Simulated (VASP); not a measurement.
**KF: single point with PBE**

The system is KF.

```
K F
1.0
     3.25895    0.00000    0.00000
     0.00000    3.25895    0.00000
     0.00000    0.00000    3.25895
K F
1 1
Direct
  0.00000 0.00000 0.00000
  0.50000 0.50000 0.50000
```

The cell comes from a database or a generator and needn't be the stable form of this composition.

* Program: VASP 6.6.1
* Task: single point
* Functional: PBE
* Potentials or basis: VASP PAW PBE potentials, release 64 (K_sv_GW, F_GW)
* Cutoff: 500 eV
* k mesh: 5 × 5 × 5
* Occupations: gaussian, width 0.02 eV
* Spin: no spin polarisation
* Further INCAR settings: ALGO = Fast; EDIFF = 1e-06; NBANDS = 15

| Quantity | Value |
| --- | --- |
| Band gap on the k mesh | 6.30 eV, indirect (least direct gap 6.32 eV) |

Levels at points of the mesh, in eV from the valence-band top:
```tsv
k point	band 4	band 5	band 6	band 7	band 8	band 9	band 10	band 11	band 12	band 13
(0.00, 0.00, 0.00)	-10.01	-10.01	-0.03	-0.03	-0.03	6.30	8.33	8.33	13.67	13.67
```

Run time: 5.1 s on 1 thread of Intel(R) Xeon(R) Platinum 8488C (Sapphire Rapids) (shared host), peak memory 0.13 GiB.

Caveat: an odd mesh through Γ misses points on the zone boundary, where band edges often lie. As with any semilocal functional, this PBE gap is likely too small.
